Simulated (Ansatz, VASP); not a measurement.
This is a calculation of MnO for VASP 6.6.1.

INCAR

```
PREC = Accurate
ENCUT = 520
EDIFF = 1E-6
ISMEAR = -1
SIGMA = 0.05
LREAL = False
LASPH = True
NELM = 120
ALGO = Fast
ISIF = 2
LWAVE = False
LCHARG = False
ISPIN = 2
MAGMOM = 4 0
LORBIT = 11
LMAXMIX = 4
GGA = PE
IBRION = 2
NSW = 60
EDIFFG = -0.005
```

Contents of KPOINTS:

```
regular mesh
0
Gamma
  7 7 7
```

File POSCAR:

```
MnO
1.0
    0.0000000000      2.2220003300      2.2220003300
    2.2664403366      0.0000000000      2.2220003300
    2.2664403366      2.2220003300      0.0000000000
Mn O
1 1
Direct
    0.0000000000      0.0000000000      0.0000000000
    0.5000000000      0.5000000000      0.5000000000
```

Potentials or basis: VASP PAW PBE potentials, release 64 (Mn_pv, O).

Run with:

```sh
$ cat potpaw_PBE.64/Mn_pv/POTCAR potpaw_PBE.64/O/POTCAR > POTCAR
$ mpirun -np 1 vasp_std > vasp.out
```

Question: Set up the same calculation for Ansatz 0.2.0. Potentials there: Ansatz PAW.

Answer: As run (the cutoff follows the program's own potentials):

input.yaml

```yaml
crystal:
  lattice:
    - [0.0, 2.22200033, 2.22200033]
    - [2.2664403366, 0.0, 2.22200033]
    - [2.2664403366, 2.22200033, 0.0]
  atoms:
    - { symbol: Mn, position: [0.0, 0.0, 0.0], spin: 4.0 }
    - { symbol: O, position: [0.5, 0.5, 0.5] }
hamiltonian:
  xc: pbe
  pseudopotentials: { kind: paw }
magnetization:
  spin_polarized: true
kpoints:
  mp_grid: { grid: [7, 7, 7] }
scf:
  occupations: { method: fermi_dirac, width: 0.05 }
output:
  forces: true
  stress: true
  eigenvalues: true
relax:
  f_tol: 0.01
  max_steps: 40
```

Potentials or basis: Ansatz PAW.

The run is started by

```sh
$ ansatz run input.yaml --threads 2 --pin off --max-ram 5632MiB --backend cpu --events-out ev --progress --plain --runs-dir out
```

Both were run:

|  | VASP | Ansatz | Ansatz less VASP |
| --- | --- | --- | --- |
| gap on the k mesh at the Fermi level, each at its own relaxed structure (eV) | none | none | - |
| net moment per atom (μB) | 2.38 | 2.38 | 0.000 |
| size of the moment on the site where the two differ most (μB) | 4.33 | 4.05 | -0.286 |

Site moments also hang on the region over which each program counts them. A gap of «none» marks a metal or a gap that the smearing closes. The two sets of potentials don't hold the same shells in valence.

Caveats: the relaxation stopped at its first step, so nothing moved; a cell with one magnetic atom can't hold antiferromagnetic order, which such compounds often take; semilocal functionals often make such compounds metallic where correlation or magnetic order opens a gap, which also shifts bond lengths.
